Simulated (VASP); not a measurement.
InAs in VASP 6.6.1, single-point calculation

INCAR

```
NELMDL = -12
NSW = 0
GGA = PE
ENCUT = 520
PREC = Accurate
NELM = 120
LWAVE = .FALSE.
LASPH = .TRUE.
LREAL = .FALSE.
ISIF = 2
NBANDS = 16
SIGMA = 0.1
EDIFF = 1E-7
ISMEAR = -1
IBRION = -1
LCHARG = .FALSE.
```

KPOINTS

```
KPOINTS created by Atomic Simulation Environment
0
Gamma
8 8 8
0 0 0
```

POSCAR

```
In As
 1.0000000000000000
     0.0000000000000000    3.0545904730571598    3.0545904730571598
     3.0545904730571598    0.0000000000000000    3.0545904730571598
     3.0545904730571598    3.0545904730571598    0.0000000000000000
 In  As
   1   1
Cartesian
  0.0000000000000000  0.0000000000000000  0.0000000000000000
  1.5272952365285799  1.5272952365285799  1.5272952365285799
```

The recommended PBE PAW datasets give the neutral cell 18 valence electrons.

Command

```
mpirun -np 1 vasp_std
```

OSZICAR

```
N       E                     dE             d eps       ncg     rms          rms(c)
DAV:   1     0.110906126675E+03    0.11091E+03   -0.82032E+03   944   0.122E+03
DAV:   2    -0.674024494808E+00   -0.11158E+03   -0.10698E+03  1000   0.296E+02
DAV:   3    -0.777502710378E+01   -0.71010E+01   -0.70672E+01  1184   0.728E+01
DAV:   4    -0.796030065531E+01   -0.18527E+00   -0.18520E+00  1136   0.132E+01
DAV:   5    -0.796947042108E+01   -0.91698E-02   -0.91696E-02  1384   0.254E+00
DAV:   6    -0.796999951534E+01   -0.52909E-03   -0.52909E-03  1272   0.490E-01
DAV:   7    -0.797000627018E+01   -0.67548E-05   -0.67546E-05  1376   0.606E-02
DAV:   8    -0.797000642459E+01   -0.15441E-06   -0.15480E-06  1256   0.899E-03
DAV:   9    -0.797000642567E+01   -0.10859E-08   -0.12601E-08   944   0.930E-04
DAV:  10    -0.797000642610E+01   -0.42246E-09   -0.24627E-09   792   0.454E-04
DAV:  11    -0.797000642600E+01    0.93678E-10   -0.89157E-10   768   0.299E-04
DAV:  12    -0.797000642613E+01   -0.13119E-09   -0.43992E-10   672   0.202E-04    0.435E+00
DAV:  13    -0.772375647918E+01    0.24625E+00   -0.37052E-01  1424   0.998E+00    0.242E+00
DAV:  14    -0.770088788736E+01    0.22869E-01   -0.10889E-01  1304   0.284E+00    0.710E-01
DAV:  15    -0.770206386296E+01   -0.11760E-02   -0.12758E-02  1136   0.127E+00    0.188E-01
DAV:  16    -0.770269796095E+01   -0.63410E-03   -0.99223E-04  1104   0.273E-01    0.114E-01
DAV:  17    -0.770286113602E+01   -0.16318E-03   -0.18758E-04  1200   0.185E-01    0.633E-02
DAV:  18    -0.770290719389E+01   -0.46058E-04   -0.11205E-04  1016   0.114E-01    0.427E-02
DAV:  19    -0.770290809538E+01   -0.90149E-06   -0.61564E-06  1080   0.254E-02    0.686E-03
DAV:  20    -0.770290845161E+01   -0.35623E-06   -0.18067E-06  1128   0.698E-03    0.342E-03
DAV:  21    -0.770290849117E+01   -0.39561E-07   -0.13307E-07  1120   0.309E-03
   1 F= -.77029085E+01 E0= -.77020592E+01  d E =-.169851E-02
```

From OUTCAR

```
k-points           NKPTS =     29   k-points in BZ     NKDIM =     29   number of bands    NBANDS=     16

   NELECT =      18.0000    total number of electrons

   dimension x,y,z NGX =    32 NGY =   32 NGZ =   32
   dimension x,y,z NGXF=    64 NGYF=   64 NGZF=   64

  energy-cutoff  :      520.00
  volume of cell :       57.00
      direct lattice vectors                 reciprocal lattice vectors
     0.000000000  3.054590473  3.054590473    -0.163688064  0.163688064  0.163688064
     3.054590473  0.000000000  3.054590473     0.163688064 -0.163688064  0.163688064
     3.054590473  3.054590473  0.000000000     0.163688064  0.163688064 -0.163688064

 k-points in reciprocal lattice and weights: KPOINTS created by Atomic Simulation Env
   0.00000000  0.00000000  0.00000000       0.002
   0.12500000  0.00000000  0.00000000       0.016
   0.25000000  0.00000000  0.00000000       0.016
   0.37500000  0.00000000  0.00000000       0.016
   0.50000000  0.00000000  0.00000000       0.008
   0.12500000  0.12500000  0.00000000       0.012
   0.25000000  0.12500000  0.00000000       0.047
   0.37500000  0.12500000  0.00000000       0.047
   ...

 E-fermi :   4.3900

 k-point     1 :       0.0000    0.0000    0.0000
  band No.  band energies     occupation
      1     -10.1298      2.00000
      2     -10.1298      2.00000
      3     -10.1298      2.00000
      4     -10.0163      2.00000
      5     -10.0163      2.00000
      6      -7.4640      2.00000
      7       3.8507      1.99094
      8       4.2032      1.73247
      9       4.2032      1.73247
     10       4.2032      1.73247
     11       8.0959      0.00000
     12       8.0959      0.00000
     13       8.0959      0.00000
     14      11.6072      0.00000
     15      13.8044      0.00000
     16      13.8044      0.00000

 k-point     2 :       0.1250    0.0000    0.0000
  band No.  band energies     occupation
      1     -10.1472      2.00000
      2     -10.1246      2.00000
      3     -10.1246      2.00000
      4     -10.0165      2.00000
      5     -10.0165      2.00000
      6      -7.3115      2.00000
      7       2.2979      2.00000
      8       4.0208      1.95134
      9       4.0208      1.95134
     10       5.2095      0.00055
     11       8.2262      0.00000
     12       8.3651      0.00000
     13       8.3651      0.00000
     14      12.4271      0.00000
     15      12.9628      0.00000
     16      12.9628      0.00000

 k-point     3 :       0.2500    0.0000    0.0000
  band No.  band energies     occupation
      1     -10.1868      2.00000
      2     -10.1133      2.00000
      3     -10.1133      2.00000
      4     -10.0152      2.00000
      5     -10.0152      2.00000
      6      -6.8945      2.00000
      7       0.5598      2.00000
      8       3.6594      1.99866
      9       3.6594      1.99866
     10       5.3717      0.00011
     11       8.7890      0.00000
     12       8.7890      0.00000
     13       9.2693      0.00000
     14      12.5221      0.00000
     15      12.7214      0.00000
     16      12.7214      0.00000

 ...

  Total        0.7399258      0.7399258      0.7399258      0.0000000      0.0000000     -0.0000000
  in kB       20.7974338     20.7974338     20.7974338      0.0000000      0.0000000     -0.0000000
  external PRESSURE =      20.7974338 kB  Pullay stress =       0.0000000 kB

 POSITION                                       TOTAL-FORCE (eV/Angst)
 -----------------------------------------------------------------------------------
      0.00000      0.00000      0.00000         0.000000      0.000000      0.000000
      1.52730      1.52730      1.52730        -0.000000     -0.000000     -0.000000
 -----------------------------------------------------------------------------------
    total drift:                               -0.000000     -0.000000     -0.000000

  FREE ENERGIE OF THE ION-ELECTRON SYSTEM (eV)
  ---------------------------------------------------
  free  energy   TOTEN  =        -7.7029084912 eV

  energy  without entropy=       -7.7012099849  energy(sigma->0) =       -7.70205924
```

It converged. Results: gap between bands v and c on the k mesh 0.00 eV; least direct gap on the k mesh 0.00 eV; pressure 2.1 GPa. Band v is the last that the valence electrons fill when counted band by band, and c is the next.

For comparison, a separate PBE run of the intended cell, on usual settings and not on those above, gives a gap of 0.00 eV on its mesh and a pressure of 2.1 GPa.

The run above took about 32 s on one core of a shared host (Intel Xeon Platinum 8488C) and held 0.18 GiB at most.
